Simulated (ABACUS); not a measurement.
The system is Ir.

```
CELL_PARAMETERS angstrom
0.00000 1.91560 1.91560
1.91560 0.00000 1.91560
1.91560 1.91560 0.00000
ATOMIC_POSITIONS crystal
Ir 0.00000 0.00000 0.00000
```

Base run:

```yaml
Program: ABACUS 3.10.1
Functional: revPBE
Potentials_or_basis: Ansatz NC PBE
Cutoff: 925 eV
Density_cutoff: 3701 eV
Basis: plane waves
k_mesh: 10 × 10 × 10
Occupations: fermi-dirac, width 0.05 eV
Spin: no spin polarisation
```

Its results: band gap on the k mesh none (metal or under the smearing width); pressure 14.7 GPa.

**Question.** The run is repeated on the same cell with these changes: functional from revPBE to rPW86PBE; potentials or basis from Ansatz NC PBE to PseudoDojo NC SR 0.5 PBE stringent. What comes out?

**Answer.** Band gap on the k mesh none (metal or under the smearing width); pressure 27.9 GPa.

Caveats: the potentials were made for another functional, which shifts forces and pressure; so large a pressure means that the cell lies far from this level's equilibrium, or that cutoff or potentials fall short (some runs).
